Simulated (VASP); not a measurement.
# WSe2 in VASP: relaxation of cell and atoms with r2SCAN+rVV10

Aim: the relaxation of cell and atoms of WSe2 with r2SCAN+rVV10.

All numbers are computed with VASP 6.6.1; they aren't measurements. Logs are shortened: lines on timing, memory, paths and dates and some standing lists are left out, and cuts for length are marked.

**1. The sheet as given**

The cell holds a sheet with vacuum, 3 atoms: a = 3.300 Å, b = 3.300 Å, c = 19.360 Å, α = 90.00°, β = 90.00°, γ = 120.00°.

The cell was built by a generator and needn't be a form met in nature.

**2. Relaxation of cell and atoms, r2SCAN+rVV10**

Contents of INCAR:

```
PREC = Accurate
ENCUT = 600
EDIFF = 1E-6
ISMEAR = 0
SIGMA = 0.03
LREAL = F
LASPH = T
NELM = 120
ALGO = Normal
ISIF = 3
LWAVE = F
LCHARG = F
METAGGA = R2SCAN
LMIXTAU = T
LUSE_VDW = T
IVDW_NL = 2
BPARAM = 11.95
CPARAM = 0.0093
IBRION = 2
NSW = 40
EDIFFG = -0.005
LATTICE_CONSTRAINTS = .TRUE. .TRUE. .FALSE.
KPAR = 4
```

Contents of KPOINTS:

```
Automatic mesh
0
Gamma
  12 12 1
```

Contents of POSCAR:

```
WSe2
1.0
    3.3000000000      0.0000000000      0.0000000000
   -1.6500000000      2.8578838300      0.0000000000
    0.0000000000      0.0000000000     19.3600000000
Se W
2 1
Direct
    0.6666670000      0.3333330000      0.4132231400
    0.6666670000      0.3333330000      0.5867768600
    0.3333330000      0.6666670000      0.5000000000
```

Potentials or basis: VASP PAW PBE potentials, release 64 (Se, W_sv).

On the command line:

```bash
> cat potpaw_PBE.64/Se/POTCAR potpaw_PBE.64/W_sv/POTCAR > POTCAR
> mpirun -np 4 vasp_std > vasp.out
```

OUTCAR:

```text
PREC = Accurate
   ENCUT = 600
   EDIFF = 1E-6
   ISMEAR = 0
   LREAL = F
   LASPH = T
   NELM = 120
   ISIF = 3
   METAGGA = R2SCAN
   IVDW_NL = 2
   BPARAM = 11.95
   IBRION = 2
   NSW = 40
   EDIFFG = -0.005

 ion  position               nearest neighbor table
   1  0.667  0.333  0.413-   3 2.54   3 2.54   3 2.54
   2  0.667  0.333  0.587-   3 2.54   3 2.54   3 2.54
   3  0.333  0.667  0.500-   1 2.54   2 2.54   1 2.54   2 2.54   1 2.54   2 2.54

  LATTYP: Found a hexagonal cell.
 ALAT       =     3.3000000000
 C/A-ratio  =     5.8666666667

  Lattice vectors:

 A1 = (   3.3000000000,   0.0000000000,   0.0000000000)
 A2 = (  -1.6500000000,   2.8578838300,   0.0000000000)
 A3 = (   0.0000000000,   0.0000000000,  19.3600000000)

Analysis of symmetry for initial positions (statically):
=====================================================================
 Subroutine PRICEL returns:
 Original cell was already a primitive cell.

 Routine SETGRP: Setting up the symmetry group for a
 hexagonal supercell.

 Subroutine GETGRP returns: Found 12 space group operations
 (whereof 12 operations were pure point group operations)
 out of a pool of 24 trial point group operations.

The static configuration has the point symmetry D_3h.

Analysis of symmetry for dynamics (positions and initial velocities):
=====================================================================
 Subroutine PRICEL returns:
 Original cell was already a primitive cell.

 Routine SETGRP: Setting up the symmetry group for a
 hexagonal supercell.

 Subroutine GETGRP returns: Found 12 space group operations
 (whereof 12 operations were pure point group operations)
 out of a pool of 24 trial point group operations.

The dynamic configuration has the point symmetry D_3h.

 Subroutine INISYM returns: Found 12 space group operations
 (whereof 12 operations are pure point group operations),
 and found     1 'primitive' translations

----------------------------------------------------------------------------------------

                                     Primitive cell

  volume of cell :     182.5845
[... 71 lines left out ...]
   dimension x,y,z NGXF=    56 NGYF=   56 NGZF=  320
   ions per type =               2   1
   NGX,Y,Z   is equivalent  to a cutoff of  14.11, 14.11, 13.74 a.u.
   NGXF,Y,Z  is equivalent  to a cutoff of  28.21, 28.21, 27.48 a.u.
 SYSTEM =  unknown system
   PREC   = accura    normal or accurate (medium, high low for compatibility)
   ISTART =      0    job   : 0-new  1-cont  2-samecut
   ICHARG =      2    charge: 1-file 2-atom 10-const
   ISPIN  =      1    spin polarized calculation?
   LNONCOLLINEAR =      F non collinear calculations
   LSORBIT =      F    spin-orbit coupling
   LASPH  =      T    aspherical Exc in radial PAW
   ENCUT  =  600.0 eV  44.10 Ry    6.64 a.u.   6.59  6.59 38.67*2*pi/ulx,y,z
   NELM   =    120;   NELMIN=  2; NELMDL= -5     # of ELM steps
   EDIFF  = 0.1E-05   stopping-criterion for ELM
   LREAL  =      F    real-space projection
   EDIFFG = -.5E-02   stopping-criterion for IOM
   NSW    =     40    number of steps for IOM
   IBRION =      2    ionic relax: 0-MD 1-quasi-New 2-CG
   NFREE  =      1    steps in history (QN), initial steepest desc. (CG)
   ISIF   =      3    stress and relaxation
   ISYM   =      2    0-nonsym 1-usesym 2-fastsym
   POTIM  = 0.5000    time-step for ionic-motion
   TEBEG  =    0.0;   TEEND  =   0.0 temperature during run
   PSTRESS=    0.0 pullay stress
   NELECT =      26.0000    total number of electrons
   NUPDOWN=      -1.0000    fix difference up-down
   EMIN   =  10.00;   EMAX   =-10.00  energy-range for DOS
   EFERMI =   0.00;   METHOD = LEGACY
   ISMEAR =     0;   SIGMA  =   0.03  broadening in eV -4-tet -1-fermi 0-gaus
   EFERMI_NEDOS =   21; number of points for ismear=-14 and -15
   IALGO  =     38    algorithm
   IMIX   =      4    mixing-type and parameters
     AMIX     =   0.40;   BMIX     =  1.00
     AMIX_MAG =   1.60;   BMIX_MAG =  1.00
  volume/ion in A,a.u.               =      60.86       410.71
  Fermi-wavevector in a.u.,A,eV,Ry     =   0.854892  1.615512  9.943690  0.730841
  Thomas-Fermi vector in A             =   1.971558
   LORBIT       =      0    0 simple, 1 ext, 2 COOP (PROOUT), +10 PAW based schemes
   METAGGA = R2SCAN    functional components
   LHFCALC =     F    Hartree Fock is set to
   AEXX    =    0.0000 exact exchange contribution
   IVDW_NL    =     2    kernel type
   BPARAM     =11.9500
   IVDW    =     0    specifies the selected vdW correction
   LEPSILON=     F    determine dielectric tensor
   LRPA    =     F    only Hartree local field effects (RPA)
 conjugate gradient relaxation of ions
 non-spin polarized calculation
 Gauss-broadening in eV      SIGMA  =   0.03
  energy-cutoff  :      600.00
  volume of cell :      182.58
 maximum number of plane-waves:      6165
 NGX is ok and might be reduce to    28
   NGX = 13   NGY = 13   NGZ = 77

--------------------------------------- Ionic step        1  -------------------------------------------

 number of electron      25.9999999 magnetization

 Free energy of the ion-electron system (eV)
  ---------------------------------------------------
  ext. energy  EPLUGINS =         0.00000000
  ---------------------------------------------------
  free energy    TOTEN  =       -81.06525205 eV

  energy without entropy =      -81.06525205  energy(sigma->0) =      -81.06525205

------------------------ aborting loop because EDIFF is reached ----------------------------------------

  FORCE on cell =-STRESS in cart. coord.  units (eV):
  Direction    XX          YY          ZZ          XY          YZ          ZX
  --------------------------------------------------------------------------------------
  -------------------------------------------------------------------------------------
  Total       -0.1165475     -0.1165475     -0.7143247     -0.0000000      0.0000000      0.0000000
  in kB       -1.0227030     -1.0227030     -6.2681936     -0.0000000      0.0000000      0.0000000
  external PRESSURE =      -2.7711999 kB  Pullay stress =       0.0000000 kB
[... 98 lines left out ...]
--------------------------------------- Ionic step        4  -------------------------------------------

 number of electron      25.9999999 magnetization

 Free energy of the ion-electron system (eV)
  ---------------------------------------------------
  ext. energy  EPLUGINS =         0.00000000
  ---------------------------------------------------
  free energy    TOTEN  =       -81.06740155 eV

  energy without entropy =      -81.06740155  energy(sigma->0) =      -81.06740155

 E-fermi :  -1.4789     XC(G=0):  -4.2521

 val. band max:       -1.6480373778   @ k =   0.3333   0.3333   0.0000
 cond. band min:       0.0419931979   @ k =   0.3333   0.3333   0.0000
 fundamental gap:      1.6900305757
 Fermi energy:        -1.4789301221

 k-point     1 :       0.0000    0.0000    0.0000
  band No.  band energies     occupation
      1     -77.6336      2.00000
      2     -41.2199      2.00000
      3     -41.1051      2.00000
      4     -41.1051      2.00000
      5     -17.0663      2.00000
      6     -15.7104      2.00000
[... 399 lines left out ...]
  FREE ENERGIE OF THE ION-ELECTRON SYSTEM (eV)
  ---------------------------------------------------
  free  energy   TOTEN  =       -81.0674015494 eV

  energy  without entropy=      -81.0674015494  energy(sigma->0) =      -81.06740155

 reached required accuracy - stopping structural energy minimisation
```

OSZICAR:

```text
N       E                     dE             d eps       ncg     rms          rms(c)
DAV:   1     0.130042167218E+03    0.13004E+03   -0.14621E+04   798   0.138E+03
DAV:   2    -0.725825406501E+02   -0.20262E+03   -0.19925E+03   886   0.277E+02
DAV:   3    -0.876295892513E+02   -0.15047E+02   -0.15010E+02   883   0.766E+01
[... 117 lines left out ...]
DAV:   6    -0.810667960421E+02   -0.60142E-03   -0.32149E-04   803   0.144E-01    0.997E-03
DAV:   7    -0.810668884922E+02   -0.92450E-04   -0.53332E-05   665   0.660E-02    0.468E-03
DAV:   8    -0.810671373967E+02   -0.24890E-03   -0.17711E-05   794   0.369E-02    0.301E-03
DAV:   9    -0.810674018308E+02   -0.26443E-03   -0.26083E-05   665   0.407E-02    0.161E-03
DAV:  10    -0.810674015494E+02    0.28147E-06   -0.19621E-07   699   0.330E-03
   4 F= -.81067402E+02 E0= -.81067402E+02  d E =-.414498E-03
```

CONTCAR:

```text
WSe2
   1.00000000000000
     3.3039886887418919    0.0000000000000000    0.0000000000000000
    -1.6519943443709459    2.8613381357693091    0.0000000000000000
     0.0000000000000000    0.0000000000000000   19.3599999999999994
  Se              W
     2     1
Direct
     0.6666669999999968    0.3333330000000032    0.4138853156501434
     0.6666669999999968    0.3333330000000032    0.5861146843498566
     0.3333330000000032    0.6666669999999968    0.5000000000000000

  0.00000000E+00  0.00000000E+00  0.00000000E+00
  0.00000000E+00  0.00000000E+00  0.00000000E+00
  0.00000000E+00  0.00000000E+00  0.00000000E+00
```

Wall time 34 min (4 MPI ranks of Intel Xeon Platinum 8559C (Emerald Rapids), shared host); peak memory 0.87 GiB.

What came out:

```yaml
Free_energy: -81.0674 eV
Relaxed_volume: 61.01 Å³/atom
Relaxed_cell: a = 3.304 Å, b = 3.304 Å, c = 19.360 Å, α = 90.00°, β = 90.00°, γ = 120.00°
Space_group_after_relaxing_to_0.05_Å: P-6m2 (No. 187)
Energy_gained_by_relaxing: 0.7 meV/atom
Ionic_steps: 4
Band_gap_on_the_k_mesh: 1.69 eV, direct
```

The path:
```tsv
step	energy change (eV)	largest force (eV/Å)	pressure (GPa)	volume (Å³)
1	0.0000	0.2056	-0.28	182.58
2	-0.0016	0.0149	0.20	181.90
3	-0.0017	0.0388	0.08	182.07
4	-0.0021	0.0016	-0.02	183.03
```

Final structure:
```cif
data_structure
_symmetry_space_group_name_H-M 'P 1'
_symmetry_Int_Tables_number 1
_cell_length_a 3.3040
_cell_length_b 3.3040
_cell_length_c 19.3600
_cell_angle_alpha 90.000
_cell_angle_beta 90.000
_cell_angle_gamma 120.000
_cell_volume 183.03
loop_
_atom_site_label
_atom_site_type_symbol
_atom_site_fract_x
_atom_site_fract_y
_atom_site_fract_z
_atom_site_occupancy
Se1 Se 0.66667 0.33333 0.41389 1
Se2 Se 0.66667 0.33333 0.58611 1
W1 W 0.33333 0.66667 0.50000 1
```

Caveat: the PAW data sets were made with another functional, which shifts forces and pressure a little; spin-orbit coupling is left out, which moves the levels of the heavy elements. r2SCAN opens gaps a little over a GGA but as a rule still falls short of measured ones.
